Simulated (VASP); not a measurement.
ZnS:

```
Zn S
1.0
     0.00000    2.70200    2.70200
     2.70200    0.00000    2.70200
     2.70200    2.70200    0.00000
Zn S
1 1
Direct
  0.75000 0.75000 0.75000
  0.00000 0.00000 0.00000
```

* Program: VASP 6.6.1
* Task: relaxation of cell and atoms
* Functional: RPBE
* Potentials or basis: VASP PAW PBE potentials, release 64 (Zn, S)
* Cutoff: 600 eV
* k mesh: 9 × 9 × 9
* Occupations: fermi-dirac, width 0.05 eV
* Spin: no spin polarisation

At the start: pressure 4.3 GPa; volume 19.73 Å³/atom.

Problem. How do energy, volume and symmetry change on relaxing?

Solution. Over 3 steps the energy falls by 15.8 meV/atom and the volume is 20.96 Å³/atom (+6.3 %); space group F-43m (No. 216, to 0.05 Å).

The path:
```csv
step,energy change (eV),largest force (eV/Å),pressure (GPa),volume (Å³)
1,0.0000,0.0000,4.34,39.45
2,-0.0297,0.0000,-0.91,42.58
3,-0.0317,0.0000,0.01,41.92
```

Final structure:
```
Zn S
1.0
     0.00000    2.75727    2.75727
     2.75727    0.00000    2.75727
     2.75727    2.75727    0.00000
Zn S
1 1
Direct
  0.75000 0.75000 0.75000
  0.00000 0.00000 0.00000
```

Caveat: the PAW data sets were made with another functional, which shifts forces and pressure a little.
